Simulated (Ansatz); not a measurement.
The system is HfO2.

```xyz
6
Lattice="4.8135 0.0000 0.0000 0.0000 4.8135 0.0000 0.0000 0.0000 3.2054" Properties=species:S:1:pos:R:3 pbc="T T T"
Hf    2.4068    2.4068    1.6027
Hf    0.0000    0.0000    0.0000
O     3.8751    0.9384    1.6027
O     3.3452    3.3452    0.0000
O     1.4683    1.4683    0.0000
O     0.9384    3.8751    1.6027
```

Measurements of this composition are mostly on another form, of space group No. 14.

Base run:

```yaml
Program: Ansatz 0.2.0
Functional: HSE06
Potentials_or_basis: Ansatz PAW
Cutoff: 420 eV
Density_cutoff: 1680 eV
k_mesh: 4 × 4 × 6
Occupations: fixed
Spin: no spin polarisation
```

Its results: band gap on the k mesh 5.69 eV, direct; largest force 0.021 eV/Å.

Task: The run is repeated on the same cell with these changes: functional from HSE06 to PBE0; level from hse06 to pbe0. What comes out?

Result: Band gap on the k mesh 6.46 eV, direct; largest force 0.017 eV/Å.

Caveats: spin-orbit coupling is left out, which moves the levels of the heavy elements; the PAW data sets come from PBE, with cores solved anew for the run's functional, which leaves a small shift of forces and pressure.

Not every run made on this cell is shown here.
